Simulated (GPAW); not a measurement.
Crystal: HfB2.

```xyz
3
Lattice="3.1400 0.0000 0.0000 -1.5700 2.7193 0.0000 0.0000 0.0000 3.4800" Properties=species:S:1:pos:R:3 pbc="T T T"
Hf    0.0000    0.0000    0.0000
B     1.5700    0.9064    1.7400
B     0.0000    1.8129    1.7400
```

Program: GPAW 26.7.0. Alike in all runs: no spin polarisation; cell as given; k mesh 10 × 10 × 8; cutoff (eV) 800.

**Question.** Order these runs on this cell by their pressure, lowest first.
A. level LDA; potentials or basis the program's PAW data sets (release 1.2.1) made for this functional, pw; smearing fermi-dirac 0.05 eV; band path GMKGALHA,LM,KH; band points 100
B. level BLYP; potentials or basis PAW data sets generated in the run's folder for this functional, pw; smearing fermi-dirac 0.05 eV; band path GMKGALHA,LM,KH; band points 80; eigensolver davidson
C. level PBEsol+D4; potentials or basis PAW data sets generated in the run's folder for this functional, pw; smearing fermi-dirac 0.1 eV
D. level PBEsol; potentials or basis PAW data sets generated in the run's folder for this functional, pw; smearing fermi-dirac 0.05 eV; band path GMKGALHA,LM,KH; band points 60
E. level revPBE; potentials or basis the program's PAW data sets (release 1.2.1) made for this functional, pw; smearing fermi-dirac 0.05 eV; band path GMKGALHA,LM,KH; band points 60

**Answer.** A (-9.7 GPa), C (-6.7 GPa), D (-3.5 GPa), E (5.5 GPa), B (7.8 GPa).

Caveats: pairwise dispersion overbinds metals, which lowers pressure and volume (some runs).

Runs at the PBE level aren't shown here.
